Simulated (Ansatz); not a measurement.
Input and command of a plane-wave DFT calculation in Ansatz:

```yaml
crystal:
  lattice:
    - [2.655335432, -2.6553724458, -0.0198693327]
    - [2.655335432, 2.6553724458, -0.0198693327]
    - [-2.6198546963, 0.0, 4.7689643061]
  atoms:
    - { symbol: Ti, position: [0.1250007518, 0.8749992482, 0.25] }
    - { symbol: Ti, position: [0.8749992482, 0.1250007518, 0.75] }
    - { symbol: O, position: [0.3324221155, 0.0824441682, 0.664847267] }
    - { symbol: O, position: [0.6675778845, 0.9175558318, 0.335152733] }
    - { symbol: O, position: [0.9175558318, 0.6675778845, 0.835152733] }
    - { symbol: O, position: [0.0824441682, 0.3324221155, 0.164847267] }
basis:
  ecutwfc: 420
kpoints:
  mp_grid: { grid: [6, 6, 6] }
hamiltonian:
  xc: pbe
  hubbard: { sites: [{ species: Ti, l: d, u_eff: 4.0 }] }
scf:
  occupations: { method: gaussian, width: 0.02 }
output:
  forces: true
  stress: true
  eigenvalues: true
relax:
  adjacent_minimum: "off"
  f_tol: 0.01
  max_steps: 30
  cell: { stress_tol: 0.1, fix: [volume] }
```

```bash
ansatz run input.yaml --threads 1 --pin off --max-ram 2560MiB --backend cpu --events-out ev --progress --plain --runs-dir out
```

Processor: Intel(R) Xeon(R) 6975P-C (Granite Rapids), 1 thread, on a host shared with other jobs.

Task: Estimate time, memory and problem size.

Result: About 35 s on 1 thread of Intel(R) Xeon(R) 6975P-C (Granite Rapids), with other jobs on the host, peak memory 0.56 GiB. It solves 30 bands at 68 k points (the mesh reduced by the symmetry that the task leaves, which can be less than the crystal's) with about 1283 plane waves, in 37 SCF iterations over 7 ionic steps.
